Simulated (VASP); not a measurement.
Input of a VASP 6.6.1 run:

The input INCAR:

```
SYSTEM = TiO2
PREC = Accurate
ENCUT = 600
EDIFF = 1E-6
ISMEAR = -1
SIGMA = 0.05
LREAL = .FALSE.
LASPH = .TRUE.
NELM = 60
ALGO = Normal
ISIF = 3
LWAVE = .FALSE.
LCHARG = .FALSE.
GGA = PS
IBRION = 2
NSW = 60
EDIFFG = -0.01
```

Contents of KPOINTS:

```
Automatic mesh
0
G
  6 6 9
  0 0 0
```

File POSCAR:

```
TiO2
1.0
    4.5998373239      0.0000000000      0.0000000000
    0.0000000000      4.5998373239      0.0000000000
    0.0000000000      0.0000000000      2.9592135600
Ti O
2 4
Direct
    0.0000000000      0.0000000000      0.5000000000
    0.5000000000      0.5000000000      0.0000000000
    0.3043213200      0.3043213200      0.5000000000
    0.1956786800      0.8043213200      0.0000000000
    0.8043213200      0.1956786800      0.0000000000
    0.6956786800      0.6956786800      0.5000000000
```

Potentials or basis: VASP PAW PBE potentials, release 64 (Ti_sv, O).

The run is started by

```bash
$ cat potpaw_PBE.64/Ti_sv/POTCAR potpaw_PBE.64/O/POTCAR > POTCAR
$ mpirun -np 1 vasp_std > vasp.out
```

Q: Estimate the space group after relaxing (to 0.05 Å).

A: P4_2/mnm (No. 136).

Q: Estimate the relaxed cell.

A: a = 4.592 Å, b = 4.592 Å, c = 2.943 Å, α = 90.00°, β = 90.00°, γ = 90.00°.

Q: Predict the band gap on the k mesh.

A: 1.83 eV, direct.

Q: What does it give for the relaxed volume?

A: 10.34 Å³/atom.

Forces on the atoms (eV/Å):
```
Ti   0.000  0.000  0.000
Ti   0.000  0.000  0.000
O   -0.002 -0.002  0.000
O    0.002 -0.002  0.000
O   -0.002  0.002  0.000
O    0.002  0.002  0.000
```

Caveat: the PAW data sets were made with another functional, which shifts forces and pressure a little; an odd mesh through Γ misses points on the zone boundary, where band edges often lie. PBEsol gaps usually lie below the measured ones, often by a third to a half.
